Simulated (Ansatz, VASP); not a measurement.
# Two plane-wave programs on Hg

```xyz
2
Lattice="-2.9298 2.9298 1.5726 2.9298 -2.9298 1.5726 2.9298 2.9298 -1.5726" Properties=species:S:1:pos:R:3 pbc="T T T"
Hg    0.0000    2.9298    0.7863
Hg    0.0000    0.0000    0.0000
```

Alike in both runs: task single point; functional PBE; k mesh 6 × 6 × 6; occupations gaussian, width 0.1 eV; no spin polarisation.

```csv
,VASP,Ansatz
version,VASP 6.6.1,Ansatz 0.2.0
potentials or method,"VASP PAW PBE potentials, release 64 (Hg)","scalar-relativistic, plane waves, PAW"
plane-wave cutoff (eV),520,420
valence electrons in the cell,24,40
```

Ansatz gave:

| Quantity | Value |
| --- | --- |
| gap on the k mesh at the Fermi level (eV) | none |
| pressure (GPa) | 1.1 |
| largest component of the traceless stress (GPa) | 0.32 |

Task: Estimate VASP's values.

Result: gap on the k mesh at the Fermi level (eV): none; pressure (GPa): 1.3; largest component of the traceless stress (GPa): 0.28.

A gap of «none» marks a metal or a gap that the smearing closes. The two sets of potentials don't hold the same shells in valence.

Caveats: the k mesh is coarse (spacing up to 0.38 Å⁻¹), so the values aren't converged. Spin-orbit coupling is left out, which matters for the levels of Hg.
